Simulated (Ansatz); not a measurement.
PtSe2 (Sudovikovite):

```
Pt Se
1.0
     3.72400    0.00000    0.00000
    -1.86200    3.22508    0.00000
     0.00000    0.00000    5.06200
Pt Se
1 2
Direct
  0.00000 0.00000 0.00000
  0.66667 0.33333 0.75000
  0.33333 0.66667 0.25000
```

Base run:

* Program: Ansatz 0.2.0
* Functional: HSE06
* Potentials or basis: Ansatz PAW
* Cutoff: 420 eV (not typed: the program's choice for these potentials)
* k mesh: 6 × 6 × 4
* Occupations: fermi-dirac, width 0.05 eV
* Spin: no spin polarisation

Its results: band gap on the k mesh none (metal or under the smearing width); pressure 2.8 GPa; largest force 0.095 eV/Å.

Task: The run is repeated on the same cell with these changes: functional from HSE06 to PBE0. What comes out?

Result: Band gap on the k mesh 0.47 eV, indirect (least direct gap 1.92 eV); pressure 2.8 GPa; largest force 0.050 eV/Å.

Caveats: spin-orbit coupling is left out, which moves the levels of the heavy elements; the PAW data sets come from PBE, with cores solved anew for the run's functional, which leaves a small shift of forces and pressure; the thresholds are loose for stress.

A k mesh can miss the band edges.
